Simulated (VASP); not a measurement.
Set up this calculation in VASP 6.6.1, as the native input.

* Task: single point
* Functional: PBEsol
* Potentials or basis: VASP PAW PBE potentials, release 64 (Be, C)
* Cutoff: 520 eV
* k mesh: 5 × 5 × 3
* Occupations: gaussian, width 0.05 eV
* Spin: no spin polarisation
* Dipole correction: no
* Further INCAR settings: LREAL = Auto; ALGO = Normal; EDIFF = 1e-07; NBANDS = 32

The structure of Be16C (a cell with a defect) lies in POSCAR:

```
Be16C
1.0
   -2.2900000000     -3.9663960000      0.0000000000
    3.4350000000     -1.9831980000      0.0000000000
    0.0000000000      0.0000000000      7.1768600000
Be C
16 1
Direct
    0.7555791641      0.4933368863     -0.0062978894
    0.5001916747      0.3355406907      0.2329739945
    0.7704438502      0.5097065249      0.5073645387
    0.5002848005      0.3339700391      0.7567932260
    0.5002636072     -0.0005500264     -0.0062023469
    0.2303323596      0.8236685740      0.2433411739
    0.5003037557     -0.0022483047      0.5174290128
    0.2450765615      0.8402329501      0.7568449752
    0.2449759917      0.4934035263     -0.0062608246
    0.0002530847      0.3010613030      0.2425212829
    0.2303295458      0.5096010403      0.5072981705
    0.0003929019      0.3362947645      0.7562263249
    0.0002697613     -0.0028281117     -0.0055858211
    0.7702132374      0.8236805504      0.2432813099
    0.0003978947      0.0323588646      0.5081416934
    0.7556322607      0.8400586755      0.7568574789
    0.5003857382      0.6664373230      0.3753178104
```

The cell was built by a generator and needn't be a form met in nature.

One way to write it, as run:

INCAR

```
SYSTEM = Be16C
PREC = Accurate ; ENCUT = 520
EDIFF = 1E-7 ; ISMEAR = 0
SIGMA = 0.05 ; LREAL = Auto
LASPH = .TRUE. ; NELM = 80
ALGO = Normal ; ISIF = 2
LWAVE = .FALSE. ; LCHARG = .FALSE.
GGA = PS ; NBANDS = 32
```

KPOINTS

```
regular mesh
0
G
  5 5 3
  0 0 0
```

Potentials or basis: VASP PAW PBE potentials, release 64 (Be, C).

Run with:

```console
$ cat potpaw_PBE.64/Be/POTCAR potpaw_PBE.64/C/POTCAR > POTCAR
$ mpirun -np 1 vasp_std > vasp.out
```

Results of the run:

```yaml
Pressure: 8.1 GPa
Largest_force: 0.035 eV/Å
Band_gap_on_the_k_mesh: none (metal or under the smearing width)
```

Caveat: the PAW data sets were made with another functional, which shifts forces and pressure a little.

It took 3 min on 1 thread of Intel(R) Xeon(R) Platinum 8559C (Emerald Rapids), with other jobs on the host, peak memory 0.27 GiB.
